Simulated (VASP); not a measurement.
# Ta (Im-3m) in VASP: further runs

Aim: see how the results for Ta move with the level of theory and the settings. Levels: PBE, PBEsol. Tasks: relaxation of cell and atoms.

Everything below comes from runs of VASP 6.6.1. Logs are shortened: lines on timing, memory, paths and dates and some standing lists are left out, and cuts for length are marked.

### Step 1. The structure

It takes space group Im-3m (No. 229, cubic). The conventional cell has a = 3.296 Å, b = 3.296 Å, c = 3.296 Å, α = 90.00°, β = 90.00°, γ = 90.00°. Around Ta (site symmetry m-3m) lie 8 Ta at 2.85 Å.

### Step 2. Relaxation of cell and atoms, PBE

Contents of INCAR:

```
PREC = Accurate ; ENCUT = 300
EDIFF = 1E-7 ; ISMEAR = 1
SIGMA = 0.1 ; LREAL = False
LASPH = True ; NELM = 80
ALGO = Normal ; ISIF = 3
LWAVE = False ; LCHARG = False
GGA = PE ; IBRION = 2
NSW = 90 ; EDIFFG = -0.005
```

Contents of KPOINTS:

```
regular mesh
0
Gamma
  8 8 8
```

Contents of POSCAR:

```
Ta                                      
1.0
   -1.6479677078      1.6479677078      1.6479677078
    1.6479677078     -1.6479677078      1.6479677078
    1.6479677078      1.6479677078     -1.6479677078
  Ta            
     1
Direct
     0.0000000000000000    0.0000000000000000    0.0000000000000000
```

Potentials or basis: VASP PAW PBE potentials, release 64 (Ta).

Run with:

```bash
> cat potpaw_PBE.64/Ta/POTCAR > POTCAR
> mpirun -np 1 vasp_std > vasp.out
```

OUTCAR:

```text
PREC = Accurate
   ENCUT = 300
   EDIFF = 1E-7
   ISMEAR = 1
   LREAL = False
   LASPH = True
   NELM = 80
   ISIF = 3
   GGA = PE
   IBRION = 2
   NSW = 90
   EDIFFG = -0.005

 ion  position               nearest neighbor table
   1  0.000  0.000  0.000-

  LATTYP: Found a body centered cubic cell.
 ALAT       =     3.2959354156

  Lattice vectors:

 A1 = (  -1.6479677078,   1.6479677078,   1.6479677078)
 A2 = (   1.6479677078,  -1.6479677078,   1.6479677078)
 A3 = (   1.6479677078,   1.6479677078,  -1.6479677078)

Analysis of symmetry for initial positions (statically):
=====================================================================
 Subroutine PRICEL returns:
 Original cell was already a primitive cell.

 Routine SETGRP: Setting up the symmetry group for a
 body centered cubic supercell.

 Subroutine GETGRP returns: Found 48 space group operations
 (whereof 48 operations were pure point group operations)
 out of a pool of 48 trial point group operations.

The static configuration has the point symmetry O_h .

Analysis of symmetry for dynamics (positions and initial velocities):
=====================================================================
 Subroutine PRICEL returns:
 Original cell was already a primitive cell.

 Routine SETGRP: Setting up the symmetry group for a
 body centered cubic supercell.

 Subroutine GETGRP returns: Found 48 space group operations
 (whereof 48 operations were pure point group operations)
 out of a pool of 48 trial point group operations.

The dynamic configuration has the point symmetry O_h .

 Subroutine INISYM returns: Found 48 space group operations
 (whereof 48 operations are pure point group operations),
 and found     1 'primitive' translations

----------------------------------------------------------------------------------------

                                     Primitive cell

  volume of cell :      17.9022

  direct lattice vectors                    reciprocal lattice vectors
    -1.647967708  1.647967708  1.647967708     0.000000000  0.303404003  0.303404003
     1.647967708 -1.647967708  1.647967708     0.303404003  0.000000000  0.303404003
     1.647967708  1.647967708 -1.647967708     0.303404003  0.303404003  0.000000000

  length of vectors
     2.854363799  2.854363799  2.854363799     0.429078056  0.429078056  0.429078056

  position of ions in fractional coordinates (direct lattice)
     0.000000000  0.000000000  0.000000000

  ion indices of the primitive-cell ions
   primitive index   ion index
                 1           1

----------------------------------------------------------------------------------------

 KPOINTS: regular mesh

Automatic generation of k-mesh.
 Grid dimensions read from file:
 generate k-points for:    8    8    8

 Generating k-lattice:

  Cartesian coordinates                     Fractional coordinates (reciprocal lattice)
     0.000000000  0.037925500  0.037925500     0.125000000  0.000000000  0.000000000
     0.037925500  0.000000000  0.037925500     0.000000000  0.125000000  0.000000000
     0.037925500  0.037925500  0.000000000     0.000000000  0.000000000  0.125000000

  Length of vectors
     0.053634757  0.053634757  0.053634757

  Shift w.r.t. Gamma in fractional coordinates (k-lattice)
     0.000000000  0.000000000  0.000000000

 Subroutine IBZKPT returns following result:
 ===========================================

 Found     29 irreducible k-points:

 Following reciprocal coordinates:
            Coordinates               Weight
  0.000000  0.000000  0.000000      1.000000
  0.125000  0.000000  0.000000     12.000000
  0.250000  0.000000  0.000000     12.000000
  0.375000  0.000000  0.000000     12.000000
  0.500000  0.000000  0.000000      6.000000
  0.125000  0.125000  0.000000     24.000000
[... 16 lines left out ...]
 -0.250000  0.250000  0.250000      6.000000
 -0.375000  0.375000  0.250000     24.000000
 [... further k-points ...]
   k-points           NKPTS =     29   k-points in BZ     NKDIM =     29   number of bands    NBANDS=      6
   number of dos      NEDOS =    301   number of ions     NIONS =      1
   total plane-waves  NPLWV =   4096
   dimension x,y,z NGX =    16 NGY =   16 NGZ =   16
   dimension x,y,z NGXF=    32 NGYF=   32 NGZF=   32
   ions per type =               1
   NGX,Y,Z   is equivalent  to a cutoff of   9.32,  9.32,  9.32 a.u.
   NGXF,Y,Z  is equivalent  to a cutoff of  18.64, 18.64, 18.64 a.u.
 SYSTEM =  unknown system
   PREC   = accura    normal or accurate (medium, high low for compatibility)
   ISTART =      0    job   : 0-new  1-cont  2-samecut
   ICHARG =      2    charge: 1-file 2-atom 10-const
   ISPIN  =      1    spin polarized calculation?
   LNONCOLLINEAR =      F non collinear calculations
   LSORBIT =      F    spin-orbit coupling
   LASPH  =      T    aspherical Exc in radial PAW
   ENCUT  =  300.0 eV  22.05 Ry    4.70 a.u.   4.03  4.03  4.03*2*pi/ulx,y,z
   NELM   =     80;   NELMIN=  2; NELMDL= -5     # of ELM steps
   EDIFF  = 0.1E-06   stopping-criterion for ELM
   LREAL  =      F    real-space projection
   EDIFFG = -.5E-02   stopping-criterion for IOM
   NSW    =     90    number of steps for IOM
   IBRION =      2    ionic relax: 0-MD 1-quasi-New 2-CG
   NFREE  =      1    steps in history (QN), initial steepest desc. (CG)
   ISIF   =      3    stress and relaxation
   ISYM   =      2    0-nonsym 1-usesym 2-fastsym
   POTIM  = 0.5000    time-step for ionic-motion
   TEBEG  =    0.0;   TEEND  =   0.0 temperature during run
   PSTRESS=    0.0 pullay stress
   NELECT =       5.0000    total number of electrons
   NUPDOWN=      -1.0000    fix difference up-down
   EMIN   =  10.00;   EMAX   =-10.00  energy-range for DOS
   EFERMI =   0.00;   METHOD = LEGACY
   ISMEAR =     1;   SIGMA  =   0.10  broadening in eV -4-tet -1-fermi 0-gaus
   EFERMI_NEDOS =   21; number of points for ismear=-14 and -15
   IALGO  =     38    algorithm
   IMIX   =      4    mixing-type and parameters
     AMIX     =   0.40;   BMIX     =  1.00
     AMIX_MAG =   1.60;   BMIX_MAG =  1.00
  volume/ion in A,a.u.               =      17.90       120.81
  Fermi-wavevector in a.u.,A,eV,Ry     =   1.070113  2.022220 15.580588  1.145141
  Thomas-Fermi vector in A             =   2.205813
   LORBIT       =      0    0 simple, 1 ext, 2 COOP (PROOUT), +10 PAW based schemes
   GGA     = PE    functional components
   LHFCALC =     F    Hartree Fock is set to
   AEXX    =    0.0000 exact exchange contribution
   IVDW    =     0    specifies the selected vdW correction
   LEPSILON=     F    determine dielectric tensor
   LRPA    =     F    only Hartree local field effects (RPA)
 conjugate gradient relaxation of ions
 non-spin polarized calculation
 Methfessel and Paxton  Order N= 1 SIGMA  =   0.10
  energy-cutoff  :      300.00
  volume of cell :       17.90
 maximum number of plane-waves:       236
   NGX =  7   NGY =  7   NGZ =  7

 number of electron       5.0000001 magnetization

 Free energy of the ion-electron system (eV)
  ---------------------------------------------------
  ext. energy  EPLUGINS =         0.00000000
  ---------------------------------------------------
  free energy    TOTEN  =       -11.88345674 eV

  energy without entropy =      -11.88466075  energy(sigma->0) =      -11.88385808

 E-fermi :   5.8280     XC(G=0): -12.4276

 val. band max:        5.7267834535   @ k =   0.2500   0.0000   0.0000
 cond. band min:       5.8721713057   @ k =  -0.2500   0.2500   0.1250
 fundamental gap:      0.1453878522
 Fermi energy:         5.8280146960

 k-point     1 :       0.0000    0.0000    0.0000
  band No.  band energies     occupation
      1      -2.1250      2.00000
      2       6.5621     -0.00000
      3       6.5621     -0.00000
      4       6.5621     -0.00000
      5       9.8495      0.00000
      6       9.8495      0.00000

 k-point     2 :       0.1250    0.0000    0.0000
  band No.  band energies     occupation
      1      -1.4568      2.00000
      2       6.1366     -0.00011
      3       6.3783     -0.00000
      4       7.2437     -0.00000
      5       9.3095      0.00000
      6       9.8620      0.00000

 k-point     3 :       0.2500    0.0000    0.0000
  band No.  band energies     occupation
      1       0.1582      2.00000
      2       5.2629      2.00000
      3       5.7268      2.05272
      4       9.1790      0.00000
      5       9.2621      0.00000
      6      10.0368      0.00000

 k-point     4 :       0.3750    0.0000    0.0000
  band No.  band energies     occupation
      1       1.2978      2.00000
      2       4.5369      2.00000
      3       6.2087     -0.00000
      4       9.7588      0.00000
      5      10.4710      0.00000
      6      11.9120      0.00000

 k-point     5 :       0.5000    0.0000    0.0000
  band No.  band energies     occupation
      1       1.4161      2.00000
      2       4.2664      2.00000
      3       7.4235     -0.00000
      4       9.7374      0.00000
      5      10.7708      0.00000
      6      13.6815      0.00000

 k-point     6 :       0.1250    0.1250    0.0000
  band No.  band energies     occupation
      1      -0.2699      2.00000
      2       5.6448      2.02648
      3       5.6757      2.05326
      4       8.6766      0.00000
      5       8.8345      0.00000
      6      10.2111      0.00000

 k-point     7 :       0.2500    0.1250    0.0000
  band No.  band energies     occupation
      1       1.3600      2.00000
      2       4.8255      2.00000
      3       5.3028      2.00000
      4       9.1185      0.00000
      5      10.5863      0.00000
      6      11.1952      0.00000

 k-point     8 :       0.3750    0.1250    0.0000
  band No.  band energies     occupation
      1       1.9065      2.00000
      2       4.4094      2.00000
      3       6.2952     -0.00000
      4       9.5765      0.00000
      5      10.8991      0.00000
      6      13.8146      0.00000
[... 91 lines left out ...]
 k-point    19 :       0.5000    0.5000    0.1250
  band No.  band energies     occupation
      1       2.0031      2.00000
      2       4.9603      2.00000
      3       5.9353     -0.06221
      4       8.4136      0.00000
      5      12.1977      0.00000
      6      13.5281      0.00000

 k-point    20 :      -0.3750    0.5000    0.1250
  band No.  band energies     occupation
      1       2.8716      2.00000
      2       4.4935      2.00000
      3       5.4539      2.00000
      4       8.5603      0.00000
      5      11.2053      0.00000
      6      14.3064      0.00000

 k-point    21 :      -0.3750   -0.3750    0.1250
  band No.  band energies     occupation
      1       4.0986      2.00000
      2       4.0986      2.00000
      3       4.3077      2.00000
      4      10.3156      0.00000
      5      10.3156      0.00000
      6      15.3609      0.00000

 k-point    22 :       0.2500    0.2500    0.2500
  band No.  band energies     occupation
      1       4.5761      2.00000
      2       4.5761      2.00000
      3       4.5761      2.00000
      4      10.9449      0.00000
      5      10.9449      0.00000
      6      12.9898      0.00000

 k-point    23 :      -0.2500    0.2500    0.2500
  band No.  band energies     occupation
      1       2.0704      2.00000
      2       4.8622      2.00000
      3       7.0855     -0.00000
      4       7.0855     -0.00000
      5       9.0428      0.00000
      6      10.8900      0.00000

 k-point    24 :      -0.3750    0.3750    0.2500
  band No.  band energies     occupation
      1       2.9637      2.00000
      2       3.8154      2.00000
      3       7.0953     -0.00000
      4       7.7859     -0.00000
      5      11.2867      0.00000
      6      11.3886      0.00000

 [... further k-points ...]

------------------------ aborting loop because EDIFF is reached ----------------------------------------

  FORCE on cell =-STRESS in cart. coord.  units (eV):
  Direction    XX          YY          ZZ          XY          YZ          ZX
  --------------------------------------------------------------------------------------
  -------------------------------------------------------------------------------------
  Total        0.0013178      0.0013178      0.0013178     -0.0000000     -0.0000000      0.0000000
  in kB        0.1179422      0.1179422      0.1179422     -0.0000000     -0.0000000      0.0000000
  external PRESSURE =       0.1179422 kB  Pullay stress =       0.0000000 kB

 VOLUME and BASIS-vectors are now :
 -----------------------------------------------------------------------------
  energy-cutoff  :      300.00
  volume of cell :       17.90
      direct lattice vectors                 reciprocal lattice vectors
    -1.647967708  1.647967708  1.647967708     0.000000000  0.303404003  0.303404003
     1.647967708 -1.647967708  1.647967708     0.303404003  0.000000000  0.303404003
     1.647967708  1.647967708 -1.647967708     0.303404003  0.303404003  0.000000000

 POSITION                                       TOTAL-FORCE (eV/Angst)
 -----------------------------------------------------------------------------------
      0.00000      0.00000      0.00000        -0.000000      0.000000      0.000000
 -----------------------------------------------------------------------------------
    total drift:                                0.000000      0.000000      0.000000

  FREE ENERGIE OF THE ION-ELECTRON SYSTEM (eV)
  ---------------------------------------------------
  free  energy   TOTEN  =       -11.8834567425 eV

  energy  without entropy=      -11.8846607501  energy(sigma->0) =      -11.88385808

 reached required accuracy - stopping structural energy minimisation
```

Run time: 7.6 s. Hardware: 1 thread of Intel Xeon Platinum 8559C (Emerald Rapids), shared host; peak memory 0.11 GiB.

Results:

- Free energy: -11.8835 eV
- Pressure after relaxing: 0.0 GPa
- Band gap on the k mesh: none (metal or under the smearing width)

Final structure:
```yaml
crystal:
  lattice:
    - [-1.64797, 1.64797, 1.64797]
    - [1.64797, -1.64797, 1.64797]
    - [1.64797, 1.64797, -1.64797]
  atoms:
    - { symbol: Ta, position: [0.00000, 0.00000, 0.00000] }
```

Levels at points of the mesh, in eV from the Fermi level:
```csv
k point,band 1,band 2,band 3,band 4,band 5,band 6
"(0.00, 0.00, 0.00)",-7.95,0.73,0.73,0.73,4.02,4.02
"(0.50, 0.00, 0.00)",-4.41,-1.56,1.60,3.91,4.94,7.85
"(0.50, 0.50, 0.50)",-3.85,-3.85,6.88,6.88,6.88,8.66
```

Caveat: the relaxation stopped at its first step, so nothing moved.

### Step 3. Relaxation of cell and atoms, PBEsol, target pressure 50.2 GPa, at which the enthalpy is minimised

This run uses another cell than the first one, of 18.01 Å³/atom, 1.006 times its volume.

Contents of INCAR:

```
PREC = Accurate ; ENCUT = 600
EDIFF = 1E-6 ; ISMEAR = 1
SIGMA = 0.1 ; LREAL = F
LASPH = T ; NELM = 80
ALGO = Normal ; ISIF = 3
LWAVE = F ; LCHARG = F
GGA = PS ; IBRION = 2
NSW = 90 ; EDIFFG = -0.01
PSTRESS = 502.0
```

Contents of KPOINTS:

```
regular mesh
0
Gamma
  16 16 16
```

Contents of POSCAR:

```
Ta
1.0
   -1.6512800000      1.6512800000      1.6512800000
    1.6512800000     -1.6512800000      1.6512800000
    1.6512800000      1.6512800000     -1.6512800000
Ta
1
Direct
    0.0000000000      0.0000000000      0.0000000000
```

Potentials or basis: VASP PAW PBE potentials, release 64 (Ta_pv).

Run with:

```bash
> cat potpaw_PBE.64/Ta_pv/POTCAR > POTCAR
> mpirun -np 1 vasp_std > vasp.out
```

Wall time 64 s (1 thread of Intel Xeon 6975P-C (Granite Rapids), shared host); peak memory 0.19 GiB.

The run converged. Its results:

```
Free energy                                            : -12.1563 eV
Relaxed volume                                         : 14.82 Å³/atom
Relaxed cell                                           : a = 2.680 Å, b = 2.680 Å, c = 2.680 Å, α = 109.47°, β = 109.47°, γ = 109.47°
Space group after relaxing (to 0.05 Å)                 : Im-3m (No. 229)
Energy change on relaxing (the enthalpy is what falls) : +387.0 meV/atom
Ionic steps                                            : 16
Pressure after relaxing                                : 50.2 GPa
Band gap on the k mesh                                 : none (metal or under the smearing width)
```

The path:
```
step  energy change (eV)  largest force (eV/Å)  pressure (GPa)  volume (Å³)
   1              0.0000                0.0000           -3.50        18.01
   2             23.4104                0.0000         1633.53         6.41
   3              0.1733                0.0000           30.95        15.67
   4              0.2482                0.0000           38.33        15.33
   5              0.3884                0.0000           50.31        14.82
   6              0.3699                0.0000           48.81        14.88
   7              0.3714                0.0000           48.93        14.87
   8              0.3760                0.0000           49.29        14.86
   9              0.3760                0.0000           49.30        14.86
  10              0.3763                0.0000           49.30        14.86
  11              0.3768                0.0000           49.31        14.86
  12              0.3777                0.0000           49.44        14.85
  13              0.3797                0.0000           49.60        14.85
  14              0.3836                0.0000           49.91        14.83
  15              0.3914                0.0000           50.56        14.81
  16              0.3870                0.0000           50.22        14.82
```

Final structure:
```
Ta
1.0
    -1.54749    1.54749    1.54749
     1.54749   -1.54749    1.54749
     1.54749    1.54749   -1.54749
Ta
1
Direct
  0.00000 0.00000 0.00000
```

Levels at points of the mesh, in eV from the Fermi level:
```
           k point  band 1  band 2  band 3  band 4  band 5  band 6  band 7  band 8  band 9
(0.00, 0.00, 0.00)  -32.27  -32.27  -32.27   -8.67    0.61    0.61    0.61    4.62    4.62
(0.50, 0.00, 0.00)  -34.45  -32.95  -32.30   -5.42   -2.30    2.72    4.68    5.95    9.86
(0.50, 0.50, 0.50)  -33.75  -33.75  -33.75   -5.20   -5.20    8.52    8.52    8.52   10.65
```

Caveat: the cell is relaxed towards a set pressure, so the enthalpy falls and the energy may rise; the volume moved by over 15 % at a fixed basis, so the end points are rough; the PAW data sets were made with another functional, which shifts forces and pressure a little. The run has no spin-orbit coupling, so splittings on Ta are missing.

[end of part 1 of 2]
